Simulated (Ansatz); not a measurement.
# SnO2: the cost of one run

Program: Ansatz 0.2.0. Level of theory: DFT LDA, scalar-relativistic, plane waves, PAW. These are calculated values, not measurements.

**1. Starting point**

It takes space group I4_1/amd (No. 141, tetragonal). Conventional cell: a = 4.000 Å, b = 4.000 Å, c = 10.247 Å, α = 90.00°, β = 90.00°, γ = 90.00°. Around Sn (site symmetry -4m2) lie 6 O at 2.06 to 2.09 Å. O (site symmetry 2mm) has 3 Sn at 2.06 to 2.09 Å in its first shell of neighbours.

Structure file:

```
Sn O
1.0
    -2.00007    2.00007    5.12368
     2.00007   -2.00007    5.12368
     2.00007    2.00007   -5.12368
Sn O
2 4
Direct
  0.75000 0.25000 0.50000
  0.00000 0.00000 0.00000
  0.79652 0.79652 0.00000
  0.95348 0.45348 0.50000
  0.20348 0.20348 0.00000
  0.54652 0.04652 0.50000
```

It goes back to an entry of the Materials Project, which need not be the stable form.

The cell is taken as given, not relaxed at this level.

**2. The reference cell**

Reference values: F = -13979.7979 eV; pressure -3.89 GPa; largest force 0.192 eV/Å; gap on the mesh 1.49 eV. It was computed beforehand with the settings of the runs below.

**3. Next: random displacements**

All atoms are moved at random with no net shift, in some cells together with a random strain.

**4. At rms move = 0.056 Å**

Contents of input.yaml:

```yaml
crystal:
  lattice:
    - [-2.0000686112, 2.0000686112, 5.1236788559]
    - [2.0000686112, -2.0000686112, 5.1236788559]
    - [2.0000686112, 2.0000686112, -5.1236788559]
  atoms:
    - { symbol: Sn, position: [0.7479023755, 0.2445013812, 0.4899002433] }
    - { symbol: Sn, position: [-0.0128176354, 0.0007381318, -0.004821905] }
    - { symbol: O, position: [0.8097680669, 0.8096209713, 0.01553147] }
    - { symbol: O, position: [0.9530631537, 0.4463067227, 0.4968951725] }
    - { symbol: O, position: [0.2185315393, 0.1946230111, 0.0049787866] }
    - { symbol: O, position: [0.5335525, 0.0542097819, 0.4975162325] }
basis:
  ecutwfc: 420
kpoints:
  mp_grid: { grid: [10, 10, 10] }
hamiltonian:
  xc: lda
scf:
  occupations: { method: gaussian, width: 0.05 }
output:
  forces: true
  stress: true
  eigenvalues: true
```

Started as:

```bash
$ ansatz run input.yaml --threads 2 --pin off --max-ram 5120MiB --backend cpu --events-out ev --progress --plain --runs-dir out
```

What time and memory should one allow on 2 threads of Arm Neoverse V2, shared host?

About 58 s, with a peak of 1.1 GiB.
